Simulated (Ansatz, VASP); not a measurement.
This is a calculation of WS2 for VASP 6.6.1.

INCAR

```
SYSTEM = WS2
PREC = Accurate
ENCUT = 520
EDIFF = 1E-7
ISMEAR = -1
SIGMA = 0.05
LREAL = .FALSE.
LASPH = .TRUE.
NELM = 100
ALGO = Normal
ISIF = 2
LWAVE = .FALSE.
LCHARG = .FALSE.
GGA = PE
NBANDS = 20
```

Contents of KPOINTS:

```
regular mesh
0
G
  10 10 10
  0 0 0
```

Contents of POSCAR:

```
WS2
1.0
    1.5997786986      0.9236326623      6.2444391255
   -1.5997786986      0.9236326623      6.2444391255
    0.0000000000     -1.8472653246      6.2444391255
W S
1 2
Direct
    0.0000000000      0.0000000000      0.0000000000
    0.5810000000      0.5810000000      0.5810000000
    0.7503000000      0.7503000000      0.7503000000
```

Potentials or basis: VASP PAW PBE potentials, release 64 (W_sv, S).

The run is started by

```bash
$ cat potpaw_PBE.64/W_sv/POTCAR potpaw_PBE.64/S/POTCAR > POTCAR
$ mpirun -np 1 vasp_std > vasp.out
```

Q: Set up the same calculation for Ansatz 0.2.0. Potentials there: Ansatz PAW.

A: As run (the cutoff follows the program's own potentials):

input.yaml

```yaml
crystal:
  lattice:
    - [1.5997786986, 0.9236326623, 6.2444391255]
    - [-1.5997786986, 0.9236326623, 6.2444391255]
    - [0.0, -1.8472653246, 6.2444391255]
  atoms:
    - { symbol: W, position: [0.0, 0.0, 0.0] }
    - { symbol: S, position: [0.581, 0.581, 0.581] }
    - { symbol: S, position: [0.7503, 0.7503, 0.7503] }
hamiltonian:
  xc: pbe
  pseudopotentials: { kind: paw }
kpoints:
  mp_grid: { grid: [10, 10, 10] }
scf:
  occupations: { method: fermi_dirac, width: 0.05 }
output:
  forces: true
  stress: true
  eigenvalues: true
```

Potentials or basis: Ansatz PAW.

Run with:

```sh
$ ansatz run input.yaml --threads 1 --pin off --max-ram 3584MiB --backend cpu --events-out ev --progress --plain --runs-dir out
```

Both were run:

|  | VASP | Ansatz | Ansatz less VASP |
| --- | --- | --- | --- |
| gap on the k mesh at the Fermi level (eV) | 1.11 | 1.10 | -0.015 |
| least direct gap on the mesh (eV) | 2.13 | 2.12 | -0.003 |
| pressure (GPa) | -1.8 | -1.8 | +0.04 |
| rms of the force components (eV/Å) | 0.313 | 0.314 | +0.0008 |

Atom by atom the forces differ by 0.001 eV/Å (rms over components). The functional is the same, so the differences come from potentials, cutoffs and numerics.

Caveats: spin-orbit coupling is left out, which moves the levels of the heavy elements. A k mesh can miss the band edges.
